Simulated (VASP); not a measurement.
# ZnO (Pm-3m) in VASP: equation of state, part 2 of 2

VASP 6.6.1. Earlier steps stand in the parts before.

**3. Equation of state, PBE, 9.32 Å³/atom (volume scaled by 0.96)**

INCAR reads:

```
SYSTEM = ZnO
  PREC = Accurate
  ENCUT = 520
  EDIFF = 1E-7
  ISMEAR = -1
  SIGMA = 0.05
  LREAL = .False.
  LASPH = .True.
  NELM = 80
  ALGO = Normal
  ISIF = 2
  LWAVE = .False.
  LCHARG = .False.
  GGA = PE
  NBANDS = 16
```

KPOINTS reads:

```
regular mesh
0
Gamma
  10 10 10
  0 0 0
```

POSCAR reads:

```
ZnO
1.0
    2.6518783841      0.0000000000      0.0000000000
    0.0000000000      2.6518783841      0.0000000000
    0.0000000000      0.0000000000      2.6518783841
Zn O
1 1
Direct
    0.0000000000      0.0000000000      0.0000000000
    0.5000000000      0.5000000000      0.5000000000
```

Potentials or basis: VASP PAW PBE potentials, release 64 (Zn, O).

Launch:

```console
cat potpaw_PBE.64/Zn/POTCAR potpaw_PBE.64/O/POTCAR > POTCAR
mpirun -np 1 vasp_std > vasp.out
```

OUTCAR:

```text
SYSTEM = ZnO
   PREC = Accurate
   ENCUT = 520
   EDIFF = 1E-7
   ISMEAR = -1
   LREAL = .False.
   LASPH = .True.
   NELM = 80
   ISIF = 2
   GGA = PE

 Found     56 irreducible k-points:

 Following reciprocal coordinates:
            Coordinates               Weight
  0.000000  0.000000  0.000000      1.000000
  0.100000  0.000000  0.000000      6.000000
  0.200000  0.000000  0.000000      6.000000
  0.300000  0.000000  0.000000      6.000000
  0.400000  0.000000  0.000000      6.000000
  0.500000  0.000000  0.000000      3.000000
   k-points           NKPTS =     56   k-points in BZ     NKDIM =     56   number of bands    NBANDS=     16
   number of dos      NEDOS =    301   number of ions     NIONS =      2
   total plane-waves  NPLWV =   8000
   dimension x,y,z NGX =    20 NGY =   20 NGZ =   20
   dimension x,y,z NGXF=    40 NGYF=   40 NGZF=   40
   ions per type =               1   1
   NGX,Y,Z   is equivalent  to a cutoff of  12.54, 12.54, 12.54 a.u.
   NGXF,Y,Z  is equivalent  to a cutoff of  25.08, 25.08, 25.08 a.u.
 SYSTEM =  ZnO
   PREC   = accura    normal or accurate (medium, high low for compatibility)
   ISTART =      0    job   : 0-new  1-cont  2-samecut
   ICHARG =      2    charge: 1-file 2-atom 10-const
   ISPIN  =      1    spin polarized calculation?
   LNONCOLLINEAR =      F non collinear calculations
   LSORBIT =      F    spin-orbit coupling
   LASPH  =      T    aspherical Exc in radial PAW
   ENCUT  =  520.0 eV  38.22 Ry    6.18 a.u.   4.93  4.93  4.93*2*pi/ulx,y,z
   NELM   =     80;   NELMIN=  2; NELMDL= -5     # of ELM steps
   EDIFF  = 0.1E-06   stopping-criterion for ELM
   LREAL  =      F    real-space projection
   EDIFFG = 0.1E-05   stopping-criterion for IOM
   NSW    =      0    number of steps for IOM
   IBRION =     -1    ionic relax: 0-MD 1-quasi-New 2-CG
   NFREE  =      0    steps in history (QN), initial steepest desc. (CG)
   ISIF   =      2    stress and relaxation
   ISYM   =      2    0-nonsym 1-usesym 2-fastsym
   POTIM  = 0.5000    time-step for ionic-motion
   TEBEG  =    0.0;   TEEND  =   0.0 temperature during run
   PSTRESS=    0.0 pullay stress
   NELECT =      18.0000    total number of electrons
   NUPDOWN=      -1.0000    fix difference up-down
   EMIN   =  10.00;   EMAX   =-10.00  energy-range for DOS
   EFERMI =   0.00;   METHOD = LEGACY
   ISMEAR =    -1;   SIGMA  =   0.05  broadening in eV -4-tet -1-fermi 0-gaus
   EFERMI_NEDOS =   21; number of points for ismear=-14 and -15
   IALGO  =     38    algorithm
   IMIX   =      4    mixing-type and parameters
     AMIX     =   0.40;   BMIX     =  1.00
     AMIX_MAG =   1.60;   BMIX_MAG =  1.00
  volume/ion in A,a.u.               =       9.32        62.93
  Fermi-wavevector in a.u.,A,eV,Ry     =   1.617877  3.057343 35.613586  2.617525
  Thomas-Fermi vector in A             =   2.712230
   LORBIT       =      0    0 simple, 1 ext, 2 COOP (PROOUT), +10 PAW based schemes
   GGA     = PE    functional components
   LHFCALC =     F    Hartree Fock is set to
   AEXX    =    0.0000 exact exchange contribution
   IVDW    =     0    specifies the selected vdW correction
   LEPSILON=     F    determine dielectric tensor
   LRPA    =     F    only Hartree local field effects (RPA)
 non-spin polarized calculation
  energy-cutoff  :      520.00
  volume of cell :       18.65
 maximum number of plane-waves:       516
 NGX is ok and might be reduce to    20
   NGX =  9   NGY =  9   NGZ =  9

 number of electron      18.0000030 magnetization

 Free energy of the ion-electron system (eV)
  ---------------------------------------------------
  ext. energy  EPLUGINS =         0.00000000
  ---------------------------------------------------
  free energy    TOTEN  =        -7.47197405 eV

  energy without entropy =       -7.47142306  energy(sigma->0) =       -7.47169856

 E-fermi :   3.6820     XC(G=0): -12.7353

 val. band max:        3.5182123571   @ k =   0.5000   0.0000   0.0000
 cond. band min:       4.0825520117   @ k =   0.1000   0.0000   0.0000
 fundamental gap:      0.5643396546
 Fermi energy:         3.6819598459

 k-point     1 :       0.0000    0.0000    0.0000
  band No.  band energies     occupation
      1     -15.2811      2.00000
      2      -3.0180      2.00000
      3      -3.0180      2.00000
      4      -1.8338      2.00000
      5      -1.8338      2.00000
      6      -1.8338      2.00000
[... 8 lines left out ...]
     15      21.4257      0.00000
     16      36.1457      0.00000
[... 77 lines left out ...]
 k-point     6 :       0.5000    0.0000    0.0000
  band No.  band energies     occupation
      1     -13.9297      2.00000
      2      -4.7916      2.00000
      3      -2.8677      2.00000
      4      -2.4873      2.00000
      5      -2.4873      2.00000
      6      -1.7961      2.00000
[... 8 lines left out ...]
     15      23.4860      0.00000
     16      31.7735      0.00000

 [... further k-points ...]
[... 5 lines left out ...]
  --------------------------------------------------------------------------------------
  -------------------------------------------------------------------------------------
  Total        0.9260143      0.9260143      0.9260143     -0.0000000     -0.0000000      0.0000000
  in kB       79.5549940     79.5549940     79.5549940     -0.0000000     -0.0000000      0.0000000
  external PRESSURE =      79.5549940 kB  Pullay stress =       0.0000000 kB

 VOLUME and BASIS-vectors are now :
 -----------------------------------------------------------------------------
  energy-cutoff  :      520.00
  volume of cell :       18.65
      direct lattice vectors                 reciprocal lattice vectors
     2.651878384  0.000000000  0.000000000     0.377091199  0.000000000  0.000000000
     0.000000000  2.651878384  0.000000000     0.000000000  0.377091199  0.000000000
     0.000000000  0.000000000  2.651878384     0.000000000  0.000000000  0.377091199

 POSITION                                       TOTAL-FORCE (eV/Angst)
 -----------------------------------------------------------------------------------
      0.00000      0.00000      0.00000         0.000000      0.000000      0.000000
      1.32594      1.32594      1.32594         0.000000      0.000000      0.000000
 -----------------------------------------------------------------------------------
    total drift:                                0.000000      0.000000      0.000000

  FREE ENERGIE OF THE ION-ELECTRON SYSTEM (eV)
  ---------------------------------------------------
  free  energy   TOTEN  =        -7.4719740532 eV

  energy  without entropy=       -7.4714230607  energy(sigma->0) =       -7.47169856
```

OSZICAR:

```text
N       E                     dE             d eps       ncg     rms          rms(c)
DAV:   1     0.890258632402E+02    0.89026E+02   -0.97231E+03  1880   0.176E+03
DAV:   2    -0.499277391618E+01   -0.94019E+02   -0.83560E+02  2040   0.294E+02
DAV:   3    -0.921851328615E+01   -0.42257E+01   -0.42102E+01  1944   0.626E+01
DAV:   4    -0.923584240638E+01   -0.17329E-01   -0.17328E-01  2160   0.403E+00
DAV:   5    -0.923589040790E+01   -0.48002E-04   -0.48001E-04  2016   0.202E-01    0.862E+00
DAV:   6    -0.752420060033E+01    0.17117E+01   -0.29715E+00  2408   0.630E+01    0.610E+00
DAV:   7    -0.750261349512E+01    0.21587E-01   -0.60260E-01  1856   0.120E+01    0.317E+00
DAV:   8    -0.747498579986E+01    0.27628E-01   -0.79640E-02  1904   0.252E+00    0.643E-01
DAV:   9    -0.747193263906E+01    0.30532E-02   -0.38246E-03  2544   0.123E+00    0.968E-02
DAV:  10    -0.747196284265E+01   -0.30204E-04   -0.70928E-04  1928   0.233E-01    0.566E-02
DAV:  11    -0.747197559319E+01   -0.12751E-04   -0.25100E-05  1992   0.528E-02    0.726E-03
DAV:  12    -0.747197413251E+01    0.14607E-05   -0.20424E-06  2448   0.186E-02    0.141E-03
DAV:  13    -0.747197405321E+01    0.79300E-07   -0.21586E-07  1888   0.404E-03
   1 F= -.74719741E+01 E0= -.74716986E+01  d E =-.550992E-03
```

stdout:

```text
POSCAR found type information on POSCAR ZnO
 POSCAR found :  2 types and       2 ions
 scaLAPACK will be used
 LDA part: xc-table for (Slater+PW92), standard interpolation
 POSCAR, INCAR and KPOINTS ok, starting setup
 FFT: planning ... GRIDC
 FFT: planning ... GRID_SOFT
 FFT: planning ... GRID
 WAVECAR not read
 entering main loop
```

Run time: 9.5 s. Hardware: 1 thread of Intel Xeon Platinum 8488C (Sapphire Rapids), shared host; peak memory 0.13 GiB.

What came out:

| Property | Result |
| --- | --- |
| Free energy | -7.4720 eV |
| Pressure | 8.0 GPa |
| Band gap on the k mesh | none (metal or under the smearing width) |

**4. Equation of state, PBE, 9.52 Å³/atom (volume scaled by 0.98)**

INCAR reads:

```
ALGO     = Normal         # electronic algorithm
EDIFF    = 1E-7           # SCF threshold, eV
ENCUT    = 520            # plane-wave cutoff, eV
GGA      = PE             # functional
ISIF     = 2              # what is computed and relaxed
ISMEAR   = -1             # smearing method
LASPH    = True           # aspherical terms in the spheres
LCHARG   = False          # write CHGCAR
LREAL    = False          # projectors in reciprocal space
LWAVE    = False          # write WAVECAR
NBANDS   = 16             # bands
NELM     = 80             # most SCF steps
PREC     = Accurate       # precision mode
SIGMA    = 0.05           # smearing width, eV
```

KPOINTS reads:

```
k-points
0
Gamma
  10 10 10
```

POSCAR reads:

```
ZnO
1.0
    2.6701677785      0.0000000000      0.0000000000
    0.0000000000      2.6701677785      0.0000000000
    0.0000000000      0.0000000000      2.6701677785
Zn O
1 1
Direct
    0.0000000000      0.0000000000      0.0000000000
    0.5000000000      0.5000000000      0.5000000000
```

Launch:

```console
cat potpaw_PBE.64/Zn/POTCAR potpaw_PBE.64/O/POTCAR > POTCAR
mpirun -np 1 vasp_std > vasp.out
```

Wall time 12 s (1 thread of Intel Xeon Platinum 8488C (Sapphire Rapids), shared host); peak memory 0.13 GiB.

Results (log left out):

| Item | Value |
| --- | --- |
| Free energy | -7.4869 eV |
| Pressure | 4.1 GPa |
| Band gap on the k mesh | none (metal or under the smearing width) |

**5. Equation of state, PBE, 9.91 Å³/atom (volume scaled by 1.02)**

INCAR reads:

```
SYSTEM = ZnO
PREC = Accurate
ENCUT = 520
EDIFF = 1E-7
ISMEAR = -1
SIGMA = 0.05
LREAL = .FALSE.
LASPH = .TRUE.
NELM = 80
ALGO = Normal
ISIF = 2
LWAVE = .FALSE.
LCHARG = .FALSE.
GGA = PE
NBANDS = 16
```

KPOINTS reads:

```
Automatic mesh
0
G
  10 10 10
  0 0 0
```

POSCAR reads:

```
ZnO
1.0
    2.7060132341      0.0000000000      0.0000000000
    0.0000000000      2.7060132341      0.0000000000
    0.0000000000      0.0000000000      2.7060132341
Zn O
1 1
Direct
    0.0000000000      0.0000000000      0.0000000000
    0.5000000000      0.5000000000      0.5000000000
```

Launch:

```console
cat potpaw_PBE.64/Zn/POTCAR potpaw_PBE.64/O/POTCAR > POTCAR
mpirun -np 1 vasp_std > vasp.out
```

Run time: 11 s. Hardware: 1 thread of Intel Xeon Platinum 8488C (Sapphire Rapids), shared host; peak memory 0.13 GiB.

The run converged. Its results:

* Free energy: -7.4911 eV
* Pressure: -2.5 GPa
* Band gap on the k mesh: none (metal or under the smearing width)

**6. Equation of state, PBE, 10.10 Å³/atom (volume scaled by 1.04)**

INCAR reads:

```
ALGO = Normal ; EDIFF = 1E-7
ENCUT = 520 ; GGA = PE
ISIF = 2 ; ISMEAR = -1
LASPH = True ; LCHARG = False
LREAL = False ; LWAVE = False
NBANDS = 16 ; NELM = 80
PREC = Accurate ; SIGMA = 0.05
```

KPOINTS reads:

```
k-points
0
Gamma
  10 10 10
```

POSCAR reads:

```
ZnO
1.0
    2.7235852409      0.0000000000      0.0000000000
    0.0000000000      2.7235852409      0.0000000000
    0.0000000000      0.0000000000      2.7235852409
Zn O
1 1
Direct
    0.0000000000      0.0000000000      0.0000000000
    0.5000000000      0.5000000000      0.5000000000
```

Potentials or basis: VASP PAW PBE potentials, release 64 (Zn, O).

Launch:

```console
cat potpaw_PBE.64/Zn/POTCAR potpaw_PBE.64/O/POTCAR > POTCAR
mpirun -np 1 vasp_std > vasp.out
```

Run time: 14 s. Hardware: 1 thread of Intel Xeon Platinum 8488C (Sapphire Rapids), shared host; peak memory 0.13 GiB.

It converged, with:

```yaml
Free_energy: -7.4822 eV
Pressure: -5.2 GPa
Band_gap_on_the_k_mesh: none (metal or under the smearing width)
```

**7. Equation of state, PBE, 10.30 Å³/atom (volume scaled by 1.06)**

INCAR reads:

```
PREC = Accurate
ENCUT = 520
EDIFF = 1E-7
ISMEAR = -1
SIGMA = 0.05
LREAL = F
LASPH = T
NELM = 100
ALGO = Normal
ISIF = 2
LWAVE = F
LCHARG = F
GGA = PE
NBANDS = 16
```

KPOINTS reads:

```
Automatic mesh
0
Gamma
  10 10 10
```

POSCAR reads:

```
ZnO
1.0
    2.7409333854      0.0000000000      0.0000000000
    0.0000000000      2.7409333854      0.0000000000
    0.0000000000      0.0000000000      2.7409333854
Zn O
1 1
Direct
    0.0000000000      0.0000000000      0.0000000000
    0.5000000000      0.5000000000      0.5000000000
```

Launch:

```console
cat potpaw_PBE.64/Zn/POTCAR potpaw_PBE.64/O/POTCAR > POTCAR
mpirun -np 1 vasp_std > vasp.out
```

Wall time 18 s (1 thread of Intel Xeon Platinum 8488C (Sapphire Rapids), shared host); peak memory 0.13 GiB.

The run converged. Its results:

| Quantity | Value |
| --- | --- |
| Free energy | -7.4669 eV |
| Pressure | -7.7 GPa |
| Band gap on the k mesh | none (metal or under the smearing width) |

**8. Equation of state, PBE**

No new run: the results of the series are fitted here.

Results:

```
Equilibrium volume                      : 9.76 Å³/atom
Bulk modulus                            : 160 GPa
Pressure derivative of the bulk modulus : 4.7
```

Energy against volume, from the lowest point:
| volume (Å³/atom) | energy (meV/atom) |
| --- | --- |
| 9.130 | 22.98 |
| 9.325 | 10.51 |
| 9.519 | 3.04 |
| 9.713 | 0.00 |
| 9.907 | 0.92 |
| 10.102 | 5.40 |
| 10.296 | 13.03 |
